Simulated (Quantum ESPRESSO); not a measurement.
## PbF2 (Fluorocronite) under changes of volume

One of the cells (17.354 Å³/atom); the others are scaled copies at fixed shape and fractional positions:

```
Pb F
1.0
     0.00000    2.96366    2.96366
     2.96366    0.00000    2.96366
     2.96366    2.96366    0.00000
Pb F
1 2
Direct
  0.00000 0.00000 0.00000
  0.75000 0.75000 0.75000
  0.25000 0.25000 0.25000
```

| Property | Result |
| --- | --- |
| Program | Quantum ESPRESSO 7.5 |
| Functional | PBE |
| Potentials or basis | SSSP 1.3 efficiency PBE |
| Cutoff | 748 eV |
| Density cutoff | 5987 eV |
| k mesh | 8 × 8 × 8 |
| Occupations | fermi-dirac, width 0.05 eV |
| Spin | no spin polarisation |

```csv
volume (Å³/atom),energy over the lowest point (meV/atom),pressure (GPa),gap on the mesh (eV)
16.313,41.41,8.4,4.39
16.660,?,?,?
17.007,13.61,4.4,4.41
17.354,5.74,2.7,4.41
17.701,1.33,1.2,4.42
18.048,0.00,-0.2,4.42
18.395,1.44,-1.4,4.41
```

**Question.** What does the run at 16.660 Å³/atom give?

**Answer.** Energy over the lowest point 25.35 meV/atom; pressure 6.3 GPa; gap on the mesh 4.40 eV.

Worked out: A Birch-Murnaghan fit of order 3 (a polynomial in V^(-2/3)) to the other rows has its minimum at 18.03 Å³/atom with B0 = V·E''(V) = 66 GPa and B' = 4.8. It gives 25.35 meV/atom at 16.660 Å³/atom, against the run's 25.35, and -dE/dV = 6.4 GPa, against 6.3. A parabola through the other rows of the gap, of slope 0.486 eV per unit of ln V there, gives 4.40 eV, against the run's 4.40.

Energies are extrapolated to zero smearing.

Caveats: spin-orbit coupling is left out, which as a rule narrows the gap of such compounds by several tenths of an eV.

A mesh can miss the band edges.
